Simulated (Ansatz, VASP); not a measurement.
# SnO2 (SnO2 (P4_2/mnm)): VASP beside Ansatz, part 2 of 2

Aim: how closely do two programs agree when they are given the same cell, functional and k mesh? Of the first pair: The cell is taken from a series of runs on this material, whose earlier steps may have relaxed, scaled, displaced or heated it; both programs get it as it stands.

VASP 6.6.1 and Ansatz 0.2.0.

So far. Step 3 (VASP: single point, r2SCAN, pair 1): The run ends at a pressure of 1.16 GPa, with forces up to 0.035 eV/Å.

### 5. Ansatz: relaxation, r2SCAN

Level of this step: Ansatz beside VASP: Kohn-Sham DFT, plane waves, r2SCAN (Ansatz).

This run makes the geometry at which the two programs are then compared. This pair takes another cell of the material, with 54 atoms against 6 for the pair before.

The structure compared here is the end of the Ansatz relaxation.

input.yaml reads:

```yaml
crystal:
  lattice:
    - [9.5155030731, 4.7577515366, 0.0]
    - [-4.7577515366, 4.7577515366, 0.0]
    - [0.0, 0.0, 9.6020443945]
  atoms:
    - { symbol: Sn, position: [0.0, 0.5, 0.1666666667] }
    - { symbol: Sn, position: [0.3333333333, 0.1666666667, 0.1666666667] }
    - { symbol: Sn, position: [0.6666666667, 0.8333333333, 0.1666666667] }
    - { symbol: Sn, position: [0.0, 0.0, 0.0] }
    - { symbol: Sn, position: [0.3333333333, 0.6666666667, 0.0] }
    - { symbol: Sn, position: [0.6666666667, 0.3333333333, 0.0] }
    - { symbol: O, position: [0.0, 0.8059427668, 0.1666666667] }
    - { symbol: O, position: [0.3333333333, 0.4726094335, 0.1666666667] }
    - { symbol: O, position: [0.6666666667, 0.1392761001, 0.1666666667] }
    - { symbol: O, position: [0.0, 0.1940572332, 0.1666666667] }
    - { symbol: O, position: [0.3333333333, 0.8607238999, 0.1666666667] }
    - { symbol: O, position: [0.6666666667, 0.5273905665, 0.1666666667] }
    - { symbol: O, position: [0.2039618445, 0.1019809223, 0.0] }
    - { symbol: O, position: [0.5372951779, 0.7686475889, 0.0] }
    - { symbol: O, position: [0.8706285112, 0.4353142556, 0.0] }
    - { symbol: O, position: [0.1293714888, 0.5646857444, 0.0] }
    - { symbol: O, position: [0.4627048221, 0.2313524111, 0.0] }
    - { symbol: O, position: [0.7960381555, 0.8980190777, 0.0] }
    - { symbol: Sn, position: [0.0, 0.5, 0.5] }
    - { symbol: Sn, position: [0.3333333333, 0.1666666667, 0.5] }
    - { symbol: Sn, position: [0.6666666667, 0.8333333333, 0.5] }
    - { symbol: Sn, position: [0.0, 0.0, 0.3333333333] }
    - { symbol: Sn, position: [0.3333333333, 0.6666666667, 0.3333333333] }
    - { symbol: Sn, position: [0.6666666667, 0.3333333333, 0.3333333333] }
    - { symbol: O, position: [0.0, 0.8059427668, 0.5] }
    - { symbol: O, position: [0.3333333333, 0.4726094335, 0.5] }
    - { symbol: O, position: [0.6666666667, 0.1392761001, 0.5] }
    - { symbol: O, position: [0.0, 0.1940572332, 0.5] }
    - { symbol: O, position: [0.3333333333, 0.8607238999, 0.5] }
    - { symbol: O, position: [0.6666666667, 0.5273905665, 0.5] }
    - { symbol: O, position: [0.2039618445, 0.1019809223, 0.3333333333] }
    - { symbol: O, position: [0.5372951779, 0.7686475889, 0.3333333333] }
    - { symbol: O, position: [0.8706285112, 0.4353142556, 0.3333333333] }
    - { symbol: O, position: [0.1293714888, 0.5646857444, 0.3333333333] }
    - { symbol: O, position: [0.4627048221, 0.2313524111, 0.3333333333] }
    - { symbol: O, position: [0.7960381555, 0.8980190777, 0.3333333333] }
    - { symbol: Sn, position: [0.0, 0.5, 0.8333333333] }
    - { symbol: Sn, position: [0.3333333333, 0.1666666667, 0.8333333333] }
    - { symbol: Sn, position: [0.6666666667, 0.8333333333, 0.8333333333] }
    - { symbol: Sn, position: [0.0, 0.0, 0.6666666667] }
    - { symbol: Sn, position: [0.3333333333, 0.6666666667, 0.6666666667] }
    - { symbol: Sn, position: [0.6666666667, 0.3333333333, 0.6666666667] }
    - { symbol: O, position: [0.0, 0.8059427668, 0.8333333333] }
    - { symbol: O, position: [0.3333333333, 0.4726094335, 0.8333333333] }
    - { symbol: O, position: [0.6666666667, 0.1392761001, 0.8333333333] }
    - { symbol: O, position: [0.0, 0.1940572332, 0.8333333333] }
    - { symbol: O, position: [0.3333333333, 0.8607238999, 0.8333333333] }
    - { symbol: O, position: [0.6666666667, 0.5273905665, 0.8333333333] }
    - { symbol: O, position: [0.2039618445, 0.1019809223, 0.6666666667] }
    - { symbol: O, position: [0.5372951779, 0.7686475889, 0.6666666667] }
    - { symbol: O, position: [0.8706285112, 0.4353142556, 0.6666666667] }
    - { symbol: O, position: [0.1293714888, 0.5646857444, 0.6666666667] }
    - { symbol: O, position: [0.4627048221, 0.2313524111, 0.6666666667] }
    - { symbol: O, position: [0.7960381555, 0.8980190777, 0.6666666667] }
basis:
  ecutwfc: 500
  xc_grid: 2
hamiltonian:
  xc: r2scan
  pseudopotentials: { kind: paw, azcp: { folder: soft_1 } }
kpoints:
  mp_grid: { grid: [1, 1, 1], shift: [0.25, 0.25, 0.25] }
scf:
  occupations: { method: fermi_dirac, width: 0.01 }
  max_iter: 80
output:
  forces: true
relax:
  f_tol: 0.01
  max_steps: 60
  escape_saddle: false
checkpoint:
  write: "../pristine.symmetric.run"
  compress: false
  write_wavefunctions: false
  write_every: 100000
```

Run with:

```bash
$ ansatz run input.yaml --threads 4 --pin off --max-ram 15073MiB --backend cpu --events-out ev --progress --plain --runs-dir out
```

Numbers of over 12 decimals in the logs are rounded to 6 here.

Output:

```text
[...]
Crystal: 54 atoms, lattice volume = 652.061 Å³
Basis set: ecut = 500 eV, 16551 PW (Γ), exchange–correlation on 160×100×144 points (8 copies of the dense FFT grid, shifted against one another)
Bands: 288, of which v1, the nominal top of the filled ones, is band 234 counted from 1 (233 counted from 0)
Symmetry: 18 space group operations
k-points: 1
[...]
- { symbol: Sn, position: [0.666667, 0.833333, 0.833333] }
    - { symbol: Sn, position: [0.0, 0.0, 0.666667] }
    - { symbol: Sn, position: [0.333333, 0.666667, 0.666667] }
    - { symbol: Sn, position: [0.666667, 0.333333, 0.666667] }
[...]
- { symbol: O, position: [0.8706285112, 0.435314, 0.666667] }
    - { symbol: O, position: [0.129371, 0.5646857444, 0.666667] }
    - { symbol: O, position: [0.462705, 0.231352, 0.666667] }
    - { symbol: O, position: [0.796038, 0.898019, 0.666667] }
[key lines of the parts left out:]
SCF converged after 2 iterations
Free energy (F): -129173.155866 eV
Fermi energy:    10.455684 eV
```

### 6. VASP: single point, r2SCAN, pair 2

The same cell, functional, mesh and smearing now go to VASP, with its own data sets.

INCAR reads:

```
SYSTEM = SnO2
PREC = Accurate
ENCUT = 580
EDIFF = 1E-06
NELM = 120
ISMEAR = -1
SIGMA = 0.01
LREAL = Auto
ALGO = Normal
METAGGA = R2SCAN
LASPH = .TRUE.
NBANDS = 272
LORBIT = 11
LWAVE = .FALSE.
LCHARG = .FALSE.
ISIF = 2
ISYM = 2
GGA_COMPAT = .FALSE.
EFERMI = MIDGAP
LMIXTAU = .TRUE.
NCORE = 2
```

POSCAR reads:

```
SnO2
1.0
    9.5155030731      4.7577515366      0.0000000000
   -4.7577515366      4.7577515366      0.0000000000
    0.0000000000      0.0000000000      9.6020443945
Sn O
18 36
Direct
    0.0000000000      0.5000000000      0.1666666667
    0.3333333333      0.1666666667      0.1666666667
    0.6666666667      0.8333333333      0.1666666667
    0.0000000000      0.0000000000      0.0000000000
    0.3333333333      0.6666666667      0.0000000000
    0.6666666667      0.3333333333      0.0000000000
    0.0000000000      0.5000000000      0.5000000000
    0.3333333333      0.1666666667      0.5000000000
    0.6666666667      0.8333333333      0.5000000000
    0.0000000000      0.0000000000      0.3333333333
    0.3333333333      0.6666666667      0.3333333333
    0.6666666667      0.3333333333      0.3333333333
    0.0000000000      0.5000000000      0.8333333333
    0.3333333333      0.1666666667      0.8333333333
    0.6666666667      0.8333333333      0.8333333333
    0.0000000000      0.0000000000      0.6666666667
    0.3333333333      0.6666666667      0.6666666667
    0.6666666667      0.3333333333      0.6666666667
    0.0000000000      0.8059427668      0.1666666667
    0.3333333333      0.4726094335      0.1666666667
    0.6666666667      0.1392761001      0.1666666667
    0.0000000000      0.1940572332      0.1666666667
    0.3333333333      0.8607238999      0.1666666667
    0.6666666667      0.5273905665      0.1666666667
    0.2039618445      0.1019809223      0.0000000000
    0.5372951779      0.7686475889      0.0000000000
    0.8706285112      0.4353142556      0.0000000000
    0.1293714888      0.5646857444      0.0000000000
    0.4627048221      0.2313524111      0.0000000000
    0.7960381555      0.8980190777      0.0000000000
    0.0000000000      0.8059427668      0.5000000000
    0.3333333333      0.4726094335      0.5000000000
    0.6666666667      0.1392761001      0.5000000000
    0.0000000000      0.1940572332      0.5000000000
    0.3333333333      0.8607238999      0.5000000000
    0.6666666667      0.5273905665      0.5000000000
    0.2039618445      0.1019809223      0.3333333333
    0.5372951779      0.7686475889      0.3333333333
    0.8706285112      0.4353142556      0.3333333333
    0.1293714888      0.5646857444      0.3333333333
    0.4627048221      0.2313524111      0.3333333333
    0.7960381555      0.8980190777      0.3333333333
    0.0000000000      0.8059427668      0.8333333333
    0.3333333333      0.4726094335      0.8333333333
    0.6666666667      0.1392761001      0.8333333333
    0.0000000000      0.1940572332      0.8333333333
    0.3333333333      0.8607238999      0.8333333333
    0.6666666667      0.5273905665      0.8333333333
    0.2039618445      0.1019809223      0.6666666667
    0.5372951779      0.7686475889      0.6666666667
    0.8706285112      0.4353142556      0.6666666667
    0.1293714888      0.5646857444      0.6666666667
    0.4627048221      0.2313524111      0.6666666667
    0.7960381555      0.8980190777      0.6666666667
```

KPOINTS reads:

```
Points of the shifted mesh
1
Reciprocal
 0.2500000000  0.2500000000  0.2500000000 1
```

Potentials, in the order of the species: Sn_d and O (PBE family, release 64).

Run with:

```bash
$ mpirun -np 8 vasp_std
```

Output:

```text
[banner, memory and clock lines left out]
running    8 mpi-ranks, on    1 nodes
[...]
[... a notice as in an earlier step ...]

 LDA part: xc-table for (None), standard interpolation
 POSCAR, INCAR and KPOINTS ok, starting setup
[...]
entering main loop
       N       E                     dE             d eps       ncg     rms          rms(c)
DAV:   1     0.105810534287E+05    0.10581E+05   -0.19450E+05   552   0.299E+03
DAV:   2     0.197760315693E+04   -0.86035E+04   -0.82627E+04   544   0.947E+02
DAV:   3    -0.581520785588E+03   -0.25591E+04   -0.24297E+04   576   0.377E+02
DAV:   4    -0.914899597437E+03   -0.33338E+03   -0.32723E+03   640   0.145E+02
[...]
DAV:  24    -0.761840960236E+03    0.50121E-05   -0.11949E-06   360   0.704E-03    0.160E-03
DAV:  25    -0.761840963851E+03   -0.36147E-05   -0.12004E-06   328   0.551E-03    0.196E-03
DAV:  26    -0.761840963608E+03    0.24305E-06   -0.79630E-07   296   0.410E-03
   1 F= -.76184096E+03 E0= -.76184096E+03  d E =0.000000E+00
```

OUTCAR, selected parts (step 6):

```text
  Total        3.9418555      3.9418555      6.1574895     -0.0996389      0.0000000      0.0000000
  in kB        9.6855170      9.6855170     15.1295419     -0.2448223      0.0000000      0.0000000
  external PRESSURE =      11.5001920 kB  Pullay stress =       0.0000000 kB

 POSITION                                       TOTAL-FORCE (eV/Angst)
 -----------------------------------------------------------------------------------
     -2.37888      2.37888      1.60034         0.000000     -0.000000      0.000000
      2.37888      2.37888      1.60034         0.000000     -0.000000      0.000000
      2.37888      7.13663      1.60034         0.000000     -0.000000      0.000000
      0.00000      0.00000      0.00000         0.000000     -0.000000     -0.000000
     -0.00000      4.75775      0.00000         0.000000     -0.000000     -0.000000
      4.75775      4.75775      0.00000         0.000000     -0.000000     -0.000000
     -2.37888      2.37888      4.80102         0.000000     -0.000000      0.000000
      2.37888      2.37888      4.80102         0.000000     -0.000000      0.000000
      2.37888      7.13663      4.80102         0.000000     -0.000000     -0.000000
      0.00000      0.00000      3.20068         0.000000     -0.000000      0.000000
     -0.00000      4.75775      3.20068         0.000000     -0.000000      0.000000
      4.75775      4.75775      3.20068         0.000000     -0.000000      0.000000
     -2.37888      2.37888      8.00170         0.000000     -0.000000     -0.000000
      2.37888      2.37888      8.00170         0.000000     -0.000000     -0.000000
[...]
-----------------------------------------------------------------------------------
    total drift:                                0.000000      0.000000     -0.000000

  FREE ENERGIE OF THE ION-ELECTRON SYSTEM (eV)
  ---------------------------------------------------
  free  energy   TOTEN  =      -761.8409636075 eV

  energy  without entropy=     -761.8409636075  energy(sigma->0) =     -761.84096361

[... 2 further parts left out ...]
[key lines of the parts left out:]
E-fermi :   7.0917
```

The run ends at a pressure of 1.15 GPa, with forces up to 0.032 eV/Å.

### 7. Comparison

What differs besides the data sets and the points named for the pairs above, as far as they apply: the cutoff is 500 eV in Ansatz and 580 eV in VASP (PREC = Accurate, projectors in real space). Total energies have different zeros and are not compared.

Compared:

```tsv
quantity	Ansatz	VASP	difference
gap on the k mesh (eV)	3.628	3.638	-0.010
```

At this near-relaxed geometry the largest component of a force difference is 23 meV/Å. A gap on the mesh is an upper bound, since the band edges may lie between its points.

### 8. VASP: single point, r2SCAN, pair 3

With cell and atoms fixed, the geometry can't cause a difference; cores, projectors, grids and the points listed under the comparison can.

INCAR is that of step 6.

POSCAR is that of step 6.

KPOINTS is that of step 6.

Run with:

```bash
$ mpirun -np 8 vasp_std
```

Output:

```text
[... set-up lines as in an earlier step ...]
 entering main loop
       N       E                     dE             d eps       ncg     rms          rms(c)
[... 3 cycles as in an earlier step ...]
DAV:   4    -0.914899597438E+03   -0.33338E+03   -0.32723E+03   640   0.145E+02
DAV:   5    -0.930166809160E+03   -0.15267E+02   -0.15069E+02   656   0.310E+01    0.468E+01
[... 2 cycles as in an earlier step ...]
DAV:   8    -0.812965726996E+03   -0.46037E+02   -0.10795E+01   728   0.168E+01    0.452E+00
DAV:   9    -0.754210428850E+03    0.58755E+02   -0.72171E+00   680   0.107E+01    0.266E+00
[... 1 cycle as in an earlier step ...]
DAV:  11    -0.759817305495E+03   -0.61345E+00   -0.16874E-01   736   0.135E+00    0.544E-01
DAV:  12    -0.760947056041E+03   -0.11298E+01   -0.12484E-01   592   0.106E+00    0.480E-01
DAV:  13    -0.761779646805E+03   -0.83259E+00   -0.18316E-01   680   0.189E+00    0.382E-01
[... 1 cycle as in an earlier step ...]
DAV:  15    -0.761828265469E+03   -0.81841E-02   -0.81295E-03   568   0.320E-01    0.343E-01
DAV:  16    -0.761837179394E+03   -0.89139E-02   -0.37243E-03   720   0.189E-01    0.237E-01
DAV:  17    -0.761837881195E+03   -0.70180E-03   -0.52247E-04   568   0.747E-02    0.242E-01
DAV:  18    -0.761840355094E+03   -0.24739E-02   -0.22366E-03   656   0.176E-01    0.947E-02
[... 2 cycles as in an earlier step ...]
DAV:  21    -0.761840927401E+03   -0.12178E-03   -0.42966E-05   576   0.237E-02    0.127E-02
DAV:  22    -0.761840933979E+03   -0.65774E-05   -0.12663E-05   528   0.122E-02    0.504E-03
[... 1 cycle as in an earlier step ...]
DAV:  24    -0.761840960236E+03    0.50118E-05   -0.11948E-06   360   0.704E-03    0.160E-03
DAV:  25    -0.761840963849E+03   -0.36130E-05   -0.12004E-06   328   0.551E-03    0.196E-03
DAV:  26    -0.761840963610E+03    0.23995E-06   -0.79633E-07   296   0.410E-03
   1 F= -.76184096E+03 E0= -.76184096E+03  d E =0.000000E+00
```

From OUTCAR (step 8):

```text
  Total        3.9418555      3.9418555      6.1574895     -0.0996390      0.0000000      0.0000000
  in kB        9.6855168      9.6855168     15.1295421     -0.2448225      0.0000000      0.0000000
  external PRESSURE =      11.5001919 kB  Pullay stress =       0.0000000 kB

 POSITION                                       TOTAL-FORCE (eV/Angst)
 -----------------------------------------------------------------------------------
     -2.37888      2.37888      1.60034        -0.000000     -0.000000     -0.000000
      2.37888      2.37888      1.60034        -0.000000     -0.000000     -0.000000
      2.37888      7.13663      1.60034        -0.000000     -0.000000     -0.000000
      0.00000      0.00000      0.00000        -0.000000     -0.000000      0.000000
     -0.00000      4.75775      0.00000        -0.000000     -0.000000     -0.000000
      4.75775      4.75775      0.00000        -0.000000     -0.000000     -0.000000
     -2.37888      2.37888      4.80102        -0.000000     -0.000000      0.000000
      2.37888      2.37888      4.80102        -0.000000     -0.000000     -0.000000
      2.37888      7.13663      4.80102        -0.000000     -0.000000     -0.000000
      0.00000      0.00000      3.20068        -0.000000     -0.000000     -0.000000
     -0.00000      4.75775      3.20068        -0.000000     -0.000000     -0.000000
      4.75775      4.75775      3.20068        -0.000000     -0.000000      0.000000
     -2.37888      2.37888      8.00170        -0.000000     -0.000000     -0.000000
      2.37888      2.37888      8.00170        -0.000000     -0.000000      0.000000
[...]
-----------------------------------------------------------------------------------
    total drift:                                0.000000      0.000000     -0.000000

  FREE ENERGIE OF THE ION-ELECTRON SYSTEM (eV)
  ---------------------------------------------------
  free  energy   TOTEN  =      -761.8409636095 eV

  energy  without entropy=     -761.8409636095  energy(sigma->0) =     -761.84096361

[... 1 part as in an earlier step ...]

[... 1 further part left out ...]
[key lines of the parts left out:]
E-fermi :   7.0917
```

The run ends at a pressure of 1.15 GPa, with forces up to 0.032 eV/Å.

### 9. Ansatz: single point, r2SCAN, pair 3

The same cell, functional, mesh and smearing now go to Ansatz.

The cell is taken from a series of runs on this material, whose earlier steps may have relaxed, scaled, displaced or heated it; both programs get it as it stands.

Changes to input.yaml since step 5:

```diff
@@ -71,12 +71 @@
   max_iter: 80
-output:
-  forces: true
-relax:
-  f_tol: 0.01
-  max_steps: 60
-  escape_saddle: false
-checkpoint:
-  write: "../pristine.symmetric.run"
-  compress: false
-  write_wavefunctions: false
-  write_every: 100000
```

Run with:

```bash
$ ansatz run input.yaml --threads 4 --pin off --max-ram 15073MiB --backend cpu --events-out ev --progress --plain --runs-dir out
```

Output:

```text
[...]
Crystal: 54 atoms, lattice volume = 652.061 Å³
Basis set: ecut = 500 eV, 16551 PW (Γ), exchange–correlation on 160×100×144 points (8 copies of the dense FFT grid, shifted against one another)
Bands: 288, of which v1, the nominal top of the filled ones, is band 234 counted from 1 (233 counted from 0)
Symmetry: 18 space group operations
k-points: 1
[...]
SCF iter   1: F=—  HF=-129175.198153 eV  |F-HF|=—  |Δ(HF+E_count)|=         —  Δρ=8.32e-2  dr2=3.60e1  dr2_τ=4.62e0  ethr=3.10e-3  ⟨swp⟩=5.0  Hψ=1020  notcnv=0  defer=35
[...]
SCF iter   8: F=-129173.155866 eV  HF=-129173.155866 eV  |F-HF|=1.04e-7  |Δ(HF+E_count)|=   1.71e-6  Δρ=8.62e-6  dr2=3.00e-7  dr2_τ=3.18e-8  ethr=1.39e-10  ⟨swp⟩=2.0  Hψ=813  notcnv=0
SCF 1 converged in 8 iterations: F = -129173.155866 eV  dr2 = 3.00e-7
[...]
SCF converged after 8 iterations
Free energy (F): -129173.155866 eV
[...]
Internal energy: -129173.155866 eV  (E = F + TS)
E sigma→0 (E₀):  -129173.155866 eV
Fermi energy:    10.455725 eV
[...]
```

### 10. Side by side

The two programs side by side:

```tsv
quantity	Ansatz	VASP	difference
gap on the k mesh (eV)	3.628	3.638	-0.010
```

A gap on the mesh is an upper bound, since the band edges may lie between its points.

### 11. Results

* difference in gap on the k mesh (single point, r2SCAN, pair 1): -0.011 eV
* r.m.s. force difference (single point, r2SCAN, pair 2): 14 meV/Å
* difference in gap on the k mesh (single point, r2SCAN, pair 3): -0.0098 eV

The r.m.s. force difference is 14 meV/Å (single point, r2SCAN, pair 2), beyond the 12 meV/Å picked in this series as the mark of a large difference. What causes the difference of the single point, r2SCAN, pair 2 pair stays open here. How closely two codes agree says nothing of how well the functional describes the real material.

[Lines on the potential files, build, host, timing and source positions are cut from VASP's logs without a mark.]

[Logs are printed without paths, hosts, clocks, repeated set-up lines and the standing remarks that a program may print on its own settings, such as how far it seeks lower states.]

[Hosts, paths, dates, database ids (printed as entryN), source tags and the programs' standing remarks are cut or masked in the printed files.]
